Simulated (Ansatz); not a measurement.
Runs of Ansatz 0.2.0 on CsSnI3. The structure is cubic, space group Pm-3m (No. 221). Conventional cell: a = 6.206 Å, b = 6.206 Å, c = 6.206 Å, α = 90.00°, β = 90.00°, γ = 90.00°. Around Cs (site symmetry m-3m) lie 12 I at 4.39 Å. I (site symmetry 4/mmm) has 2 Sn at 3.10 Å as nearest neighbours. Around Sn (site symmetry m-3m) lie 6 I at 3.10 Å. 

| level | gap on the mesh (eV) | pressure (GPa) | relaxed volume (Å³/atom) |
| --- | --- | --- | --- |
| PBE+D4 | 1.73 | 0.0 | (a) |
| PBEsol+D3(BJ) | 1.65 | 0.0 | (b) |
| RPBE+D4 | (c) | 0.0 | 47.72 |
| PBE+D3(BJ) | 1.73 | 0.0 | 46.88 |
| RPBE+D3(BJ) | 1.55 | 0.0 | 36.72 |

Alike in all rows: task relaxation of cell and atoms; potentials or basis Ansatz PAW; no spin polarisation; cell relaxed; k mesh 5 × 5 × 5; cutoff (eV) 420; smearing fermi-dirac 0.05 eV.

Q: Fill in the values left out.

A: (a) 46.84; (b) 43.67; (c) 1.76.

Caveats: odd divisions of the mesh miss points on the zone boundary, where band edges often lie, so the gap on the mesh can be too wide; the plane-wave basis is chosen anew once the cell has moved, so the energies of steps on either side of that aren't comparable; spin-orbit coupling is left out, which moves the levels of the heavy elements; the PAW data sets come from PBE, with cores solved anew for the run's functional, which leaves a small shift of forces and pressure (some runs); the volume moved by over 15 % at a fixed basis, so the end points are rough (some runs); the volume moved by -23 % from the deposited cell, more than functionals usually miss (some runs).

A k mesh can miss the band edges, and the runs leave out spin-orbit coupling on Cs, I, Sn.
